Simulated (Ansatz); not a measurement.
Below is a relaxed structure of PbSe. The cell was found from a structure generator's guess, not taken from experiment.

These are results of Ansatz 0.2.0, DFT PBE, scalar-relativistic, plane waves, PAW, not measurements. Cutoff 420 eV, Γ-centred mesh, Gaussian smearing, no spin polarisation.

```
Pb Se
1.0
    -2.01213    2.01213    7.46801
     2.01213   -2.01213    7.46801
     2.01213    2.01213   -7.46801
Pb Se
2 2
Direct
  0.04247 0.04247 0.00000
  0.79247 0.29247 0.50000
  0.45753 0.45753 0.00000
  0.20753 0.70753 0.50000
```

Formation energies are uncorrected and refer to the elements' standard structures at the same level.

Question: What space group does it have?

Answer: I4_1md (No. 109). Conventional cell: a = 4.024 Å, c = 14.936 Å. Pb is surrounded by 6 Se at 3.12–3.18 Å; around Se lie 6 Pb at 3.12–3.18 Å.

Question: What is its formation energy per atom?

Answer: −0.445 eV/atom.

Question: Is it a metal?

Answer: No, the gap on the 10×10×10 mesh is 0.64 eV.

Question: From what recipe could a structure generator have reached it?

Answer: One such recipe: 6-connected net, two elements alternating (I4_1md, No. 109). Other recipes can lead to the same cell.

The last run used a 10×10×10 mesh for its 4-atom cell and Gaussian smearing of 0.02 eV. Spin–orbit coupling, which can matter for Pb, is left out. Kohn–Sham gaps at this level usually fall short of measured ones. The missing spin–orbit coupling can work the other way here. The reference form of Se is held partly by dispersion forces, which this level lacks. A structure relaxed within its symmetry needn't be a true minimum. Another cell of PbSe relaxed alike, in Fm-3m, lies 120 meV/atom lower, so this cell isn't the stable form at this level.
